## The question

Ta$_2$N is a nitride, yet its Fermi level lies in bands that belong almost wholly to tantalum. The aim is to work out from electron counting and the structure which orbitals make these bands, and then to see how far that understanding carries beyond the known rows. The results for the three highest bins, at 2.65, 2.85 and 3.05 eV, are held back until a forecast has been made. All rows come from one r2SCAN calculation of one cell, without spin polarisation or spin–orbit coupling.

Density of states of Ta2N (CdI2 type, P-3m1, 3 atoms per cell, a = 3.074, c = 4.895 Å) from Ansatz 0.2.0: r2SCAN, scalar-relativistic plane-wave PAW, no spin polarisation, 500 eV cutoff, 15×15×10 k mesh, 0.1 eV Gaussian smearing. States are by tetrahedra on a 23×23×15 k mesh, averaged over 0.2 eV bins from the Fermi level; shell parts are Löwdin projections summed over sites.

```
energy (eV)  density of states total (states/eV/cell)  DOS Ta 5d (states/eV/cell)  DOS N 2p (states/eV/cell)  DOS Ta 6s (states/eV/cell)  DOS N 2s (states/eV/cell)  DOS Ta 5p (states/eV/cell)
      -4.75                                     0.250                       0.170                       0.01                        0.04                    0.02000                     0.00000
      -4.55                                     0.530                       0.400                       0.03                        0.07                    0.02000                     0.00000
      -4.35                                     1.170                       0.770                       0.07                        0.24                    0.04000                     0.02000
      -4.15                                     1.500                       0.980                       0.11                        0.31                    0.04000                     0.03000
      -3.95                                     1.640                       1.120                       0.11                        0.32                    0.02000                     0.03000
      -3.75                                     1.700                       1.190                       0.12                        0.32                    0.02000                     0.03000
      -3.55                                     1.440                       1.030                       0.10                        0.25                    0.01000                     0.02000
      -3.35                                     1.360                       1.080                       0.06                        0.15                    0.01000                     0.02000
      -3.15                                     2.820                       2.240                       0.14                         0.3                    0.01000                     0.05000
      -2.95                                     3.180                       2.550                       0.16                        0.27                    0.02000                     0.05000
      -2.75                                     2.610                       2.130                       0.17                        0.15                    0.02000                     0.04000
      -2.55                                     1.870                       1.490                       0.15                         0.1                    0.01000                     0.03000
      -2.35                                     1.440                       1.180                       0.10                        0.09                    0.01000                     0.02000
      -2.15                                     2.140                       1.730                       0.15                        0.13                    0.03000                     0.02000
      -1.95                                     2.810                       2.170                       0.22                        0.19                    0.08000                     0.03000
      -1.75                                     1.630                       1.260                       0.15                        0.14                    0.02000                     0.02000
      -1.55                                     0.630                       0.550                       0.04                        0.03                    0.00000                     0.00000
      -1.35                                     0.460                       0.420                       0.02                        0.01                    0.00000                     0.00000
      -1.15                                     0.500                       0.450                       0.03                        0.01                    0.00000                     0.00000
      -0.95                                     0.630                       0.560                       0.04                        0.01                    0.00000                     0.00000
      -0.75                                     0.850                       0.760                       0.06                        0.01                    0.00000                     0.00000
      -0.55                                     1.110                       0.990                       0.09                        0.01                    0.00000                     0.00000
      -0.35                                     1.230                       1.120                       0.08                        0.01                    0.00000                     0.00000
      -0.15                                     1.150                       1.040                       0.08                        0.01                    0.00000                     0.00000
       0.05                                     1.130                       1.020                       0.08                           0                    0.00000                     0.00000
       0.25                                     1.310                       1.180                       0.10                        0.01                    0.00000                     0.00000
       0.45                                     1.440                       1.280                       0.12                        0.01                    0.01000                     0.00000
       0.65                                     1.680                       1.470                       0.15                        0.01                    0.01000                     0.00000
       0.85                                     2.070                       1.790                       0.19                        0.02                    0.02000                     0.00000
       1.05                                     2.160                       1.840                       0.21                        0.04                    0.01000                     0.00000
       1.25                                     1.970                       1.680                       0.19                        0.03                    0.01000                     0.00000
       1.45                                     2.220                       1.900                       0.23                        0.02                    0.02000                     0.00000
       1.65                                     2.600                       2.210                       0.28                        0.04                    0.03000                     0.00000
       1.85                                     2.810                       2.350                       0.33                        0.05                    0.03000                     0.00000
       2.05                                     2.550                       2.140                       0.28                        0.05                    0.03000                     0.00000
       2.25                                     2.460                       2.090                       0.26                        0.04                    0.03000                     0.00000
       2.45                                     1.880                       1.610                       0.16                        0.04                    0.03000                     0.00000
       2.65                                         ?                           ?                          ?                           ?                          ?                           ?
       2.85                                         ?                           ?                          ?                           ?                          ?                           ?
       3.05                                         ?                           ?                          ?                           ?                          ?                           ?
```

The energy column gives the centre of each bin, counted from the Fermi level $E_F$. The total density of states, $g$, is the number of Kohn-Sham states per eV and cell, both spins together, so $g$ times the bin width is the number of electrons a bin can hold. The other columns are the parts of $g$ assigned by Löwdin projection to one atomic shell. A share below means such a part divided by $g$ in the same bin; its value depends on the projection scheme.

## Counting the electrons

Two Ta atoms and one N atom bring five valence electrons each, fifteen in all. Nitrogen, the more electronegative atom, has its 2s and 2p levels well below the Ta 5d level, so the bands derived from them fill first and take eight. Seven electrons are left for bands of tantalum. Summing $g$ from the lower edge of the first bin up to $E_F$, which lies a quarter of the way into the 0.05 eV bin, gives 6.99.

The calculation places $E_F$ by counting electrons, so this agreement is no test of the physics. It does settle the assignment: the table starts near the bottom of the metal bands, whose thin tail reaches −5.5 eV at the zone centre, and the eight electrons of the nitrogen bands lie lower still. That is why N 2p holds only 0.46 electron in the occupied rows. The small N 2p column is therefore no sign of weak Ta–N bonding, since the bonding states are the ones below the first row.

The seven electrons are not free-electron-like. At this density a free gas would fill a range $\hbar^2(3\pi^2 n)^{2/3}/2m_e = 11.4$ eV, with $n$ the electrons per volume, whereas the metal bands here fill about 5.5 eV. The narrower range is that of d bands, and Ta 5d is the largest column in every known row.

## The structure and the pseudogap

The cell is the anti form of CdI$_2$: close-packed Ta layers, with N in the octahedral holes of every second gap between them. Each N has six Ta neighbours and each Ta has three N, all on one side. The lattice constants and the Ta–N distance put twelve Ta neighbours around each Ta at about 3.0 to 3.1 Å, close enough for direct d–d overlap. The compound is a tantalum metal framework with nitrogen inside it.

Standard bonding theory then divides the 5d orbitals by direction. Those that point at N mix with N 2p; their bonding partners lie in the nitrogen bands and their antibonding partners are pushed high. Those that point between the N atoms overlap with other Ta atoms and spread into a lower Ta–Ta bonding group and an upper group that is less bonding or antibonding. Between two such groups the density of states sags. This reading is argued from geometry, since a density of states carries no sign of the bonding.

The sag is visible at −1.35 eV, where $g$ falls to 0.46, the lowest value between the peaks but not a gap. The projections change across it. Below it Ta 6s supplies 11 % of the states, and between it and $E_F$ about 1 %. The lower group is thus a mixed s–d set, and the bands that cross $E_F$ are nearly pure d.

A band holds two electrons per cell, so a dip is likely where the running count of states passes an even number, one band ending as the next begins. The three dips below −1 eV fall at counts of 1.78, 4.16 and 5.79, each within 0.22 of an even number. This suggests three bands that lie mostly below the pseudogap. The band energies of the same run add a correction: at the zone centre the second and third of them rise to about −0.8 and −0.2 eV, so they cross the pseudogap and keep it from being a gap.

The rule is weak. A dip placed at random would come that close to an even count about one time in five, and three cases are few. The shallower dip at 1.25 eV lies near a count of 9, which the rule does not explain. The step between the two bins next to $E_F$ is too slight to interpret.

## The Fermi level

The seventh electron overshoots the pseudogap: 1.20 electrons lie between its centre and $E_F$. In the bin that holds $E_F$ the total is 1.13 states per eV and cell, 90 % of it Ta 5d and 7 % N 2p. With the bands held rigid, one electron fewer would bring $E_F$ down to about −0.95 eV, where $g$ is 0.63, inside the hollow though not at its lowest point. This calculation has not tested such a shift, and one compound cannot show how well the same counting works for others.

Around $E_F$ the density of states varies slowly. From −0.55 to 0.45 eV the total stays between 1.11 and 1.44, so a modest shift of the Fermi level leaves this phase a metal with d-type states at $E_F$. Resistivity is another matter, set by band velocities and scattering. The layered nitrogen order was imposed by the starting cell and has not been shown to be the lowest, and the nitrogen in a real sample may be disordered.

Zero moment was imposed, so a magnetic state could lie lower. The 5d density at $E_F$ is 0.26 states per eV for each Ta and spin; times a Stoner parameter of roughly 0.5 eV (a recalled size) this gives 0.13, far below the threshold of one. Ferromagnetism is therefore unlikely, though untested.

## What should follow above 2.5 eV

Two arguments pull in opposite directions. The total drops from 2.46 to 1.88 over the last two known bins, and the running count passes 12 at 2.45 eV. If the even-count rule means anything, a sixth band is ending there and a dip is near.

The supply of d states argues against a collapse. Two Ta atoms have 20 d states, and the known rows hold about 10 of them. The nitrogen bands below hold eight states in all, mostly of nitrogen character, so the greater part of the other ten must lie above. With broad, overlapping bands this makes a gap or a band top near 3 eV unlikely, and it suggests a level nearer to that of the upper empty rows than to that of the hollow.

Numbers come from a descriptive rule in which $g$ carries on its slope briefly and then returns to a level $m$:

$$g_{n+1}-m = a\,(g_n-m)+b\,(g_{n-1}-m).$$

A least-squares fit to all known rows, taken about their mean of 1.65, gives $a=1.12$ and $b=-0.45$, constants with no physical meaning. For the forecast, $m$ is raised to 2.24, the mean of the last ten known bins, on the strength of the d-state argument.

The first step starts from the last two known bins, both of which were in the fit:

$$g(2.65)=2.24+1.12\,(1.88-2.24)-0.45\,(2.46-2.24)=1.74.$$

Feeding each result back gives 1.84 and 2.02 for the next two bins. Run over the rows it was fitted on, the rule misses by 0.40, 0.67 and 0.75 (root mean square) at one, two and three steps, which is somewhat optimistic as a measure of error. Repeating the last value does worse on those rows, and continuing the last slope as a straight line does worse again.

## The forecast

The shares are taken as averages over the last five known bins, with a bar set by judgement.

- There is no gap. A shallow dip has its lowest bin at 2.65 or 2.85 eV and is followed by a recovery.
- The totals are 1.7 ± 0.4, 1.8 ± 0.6 and 2.0 ± 0.7 states per eV and cell. The second and third bars are a little tighter than the errors just quoted.
- The Ta 5d share is 0.85 ± 0.03, the N 2p share 0.105 ± 0.03, and the Ta 6s share under 0.05.
- Shares should be forecast better than totals, and a sharp van Hove peak cannot be foreseen.

## The computed values

The withheld rows as computed:

```
energy (eV)  density of states total (states/eV/cell)  DOS Ta 5d (states/eV/cell)  DOS N 2p (states/eV/cell)  DOS Ta 6s (states/eV/cell)  DOS N 2s (states/eV/cell)  DOS Ta 5p (states/eV/cell)
       2.65                                     1.840                       1.570                       0.14                        0.05                    0.04000                     0.00000
       2.85                                     1.800                       1.540                       0.12                        0.05                    0.04000                     0.00000
       3.05                                     1.870                       1.570                       0.13                        0.06                    0.06000                     0.00000
```

## Totals: inside the bars, but flatter than forecast

The computed totals are 1.84, 1.80 and 1.87. The largest miss is 0.15, at the highest bin, about a fifth of its bar. There is no gap, and the straight line, which headed for nearly zero, fails by 1.73 at the third step. The argument from the supply of d states survives this test.

The hit is less impressive than it looks, because the bars were wide and the curve simply went flat. Repeating the last known value, 1.88, misses by 0.08 at most and beats the recursion in two bins of three. The raised level helped, since the mean of all known rows would have left every forecast low by 0.30 to 0.43. The plateau lies between the two candidate levels, however, and three bins cannot show that the reason for raising it was the right one.

The dip came true only in the letter. The lowest bin is at 2.85 eV as forecast, but it lies 0.07 below the next one, and the recursion's climb of nearly 0.3 over the three bins did not appear. The minimum falls at a count of 12.73, far from an even number, so it gives the even-count rule no support. What coincides with the count of 12 is a step down onto a plateau. Spin–orbit splitting of Ta 5d, roughly a few tenths of an eV (a recalled size), is comparable with a bin and could reshape so small a feature.

## Shares: tantalum held, nitrogen fell

The Ta 5d share stayed within 0.01 of the forecast in all three bins, and Ta 6s stayed near 0.03. The N 2p share is the real miss. It came out at 0.076, 0.067 and 0.070, the first at the lower edge of the range and the other two below it. The claim that shares are easier than totals therefore held for tantalum and failed for nitrogen, where the forecast was too high by about a third of its own value.

The warning was in the known rows. The N 2p share had peaked at 0.117 at 1.85 eV and was down to 0.085 in the last known bin, falling together with the total. Averaging five bins mixed the peak with its flank. The average would have held if nitrogen character stayed up on the way towards the Ta–N antibonding states. That picture fits the broad comparison, with N 2p over Ta 5d rising from about 0.08 in the occupied rows to 0.115 in the known empty ones, but it fails bin by bin.

Symmetry shows why nitrogen character need not grow steadily. The N atom sits on an inversion centre that exchanges the two Ta atoms. At the zone centre each pair of d orbitals forms an even sum and an odd difference, five of each, and N 2p, being odd, mixes only with the odd ones. Bands that start from even combinations carry little N 2p near the zone centre, whatever their energy, so the share depends on which bands cross a given bin.

What the table loses between the peak and the plateau is, on balance, richer in nitrogen than what remains. From 1.85 to 2.85 eV the total loses $2.81-1.80=1.01$ and N 2p loses $0.33-0.12=0.21$, a fifth of the loss and about three times the share left on the plateau. It is tempting to see a band ending at the count of 12, but the band energies of the same run rule that out. The sixth metal band starts at 0.5 eV at the zone centre and climbs past 4 eV towards the zone edge, straight through the step. On the same stretch the fourth and fifth bands level off near 1.6 and 2.1 eV, close to the peak in the density of states. That these flat parts carry the extra nitrogen is plausible, but only bands resolved by orbital could show it.
